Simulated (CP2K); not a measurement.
Crystal: HfN.

```
Hf N
1.0
     3.19047    0.00000    0.00000
     1.59523    2.76302    0.00000
     1.59523    0.92101    2.60500
Hf N
1 1
Cartesian
  0.0000 0.0000 0.0000
  3.1905 1.8420 1.3025
```

Program: CP2K 2026.2. Alike in all runs: task band structure; level PBE; no spin polarisation; cell as given; k mesh 10 × 10 × 10; smearing fermi-dirac 0.05 eV.

Order these runs on this cell by their pressure, lowest first.
A. potentials or basis GTH_POTENTIALS Hf GTH-PBE-q12, N GTH-BLYP-q5; DZVP-MOLOPT-SR-GTH basis
B. potentials or basis GTH_POTENTIALS Hf GTH-PADE-q12, N GTH-PADE-q5; DZVP-MOLOPT-SR-GTH basis
C. potentials or basis POTENTIAL_UZH Hf GTH-SCAN-q12, N GTH-SCAN-q5; DZVP-MOLOPT-SR-GTH basis

B (-8.3 GPa), C (-5.4 GPa), A (0.5 GPa).

Caveats: the potentials were made for another functional, which shifts forces and pressure; the basis of atomic orbitals isn't converged, which shifts pressures, moduli and gaps.
